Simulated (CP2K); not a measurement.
Runs of CP2K 2026.2 on CuAu. Symmetry: P4/mmm, No. 123, tetragonal system. Conventional cell: a = 2.811 Å, b = 2.811 Å, c = 3.685 Å, α = 90.00°, β = 90.00°, γ = 90.00°. Around Au (site symmetry 4/mmm) lie 8 Cu at 2.71 Å and 4 Au at 2.81 Å. Cu (site symmetry 4/mmm) is surrounded by 8 Au at 2.71 Å and 4 Cu at 2.81 Å. 

```csv
task,level,potentials or basis,smearing,EPS_DEFAULT,NGRIDS,points a segment of the path (NPOINTS),bands added on the path,CUTOFF of the grids,gap on the mesh (eV),pressure (GPa)
band structure,PBEsol,"POTENTIAL_UZH Au GTH-PBE-q11, Cu GTH-PBE-q11; TZVP-MOLOPT-PBE-GTH basis",fermi-dirac 0.1 eV,1.0E-9,5,8,6,500 Ry,none,0.8
band structure,LDA,"GTH_POTENTIALS Au GTH-PADE-q11, Cu GTH-PADE-q11; TZVP-MOLOPT-PBE-GTH basis",fermi-dirac 0.05 eV,1.0E-10,4,10,4,500 Ry,none,(a)
band structure,r2SCAN,"POTENTIAL_UZH Au GTH-SCAN-q11, Cu GTH-SCAN-q11; TZVP-MOLOPT-SCAN-GTH basis",fermi-dirac 0.1 eV,1.0E-9,4,6,6,675 Ry,none,1.5
single point,PBE,"POTENTIAL_UZH Au GTH-PBE-q11, Cu GTH-PBE-q11; TZVP-MOLOPT-PBE-GTH basis",fermi-dirac 0.05 eV,1.0E-10,5,-,-,500 Ry,none,8.3
```

Alike in all rows: no spin polarisation; cell as given; k mesh 9 × 9 × 7.

Q: Estimate the missing entries.

A: (a) -5.3.

Caveats: the basis of atomic orbitals isn't converged, which shifts pressures, moduli and gaps; the potentials were made for another functional, which shifts forces and pressure (some runs).

A k mesh can miss the band edges, and the runs leave out spin-orbit coupling on Au.

A gap of «none» marks a metal or a gap under the smearing width.

Not every run made on this cell is shown here.
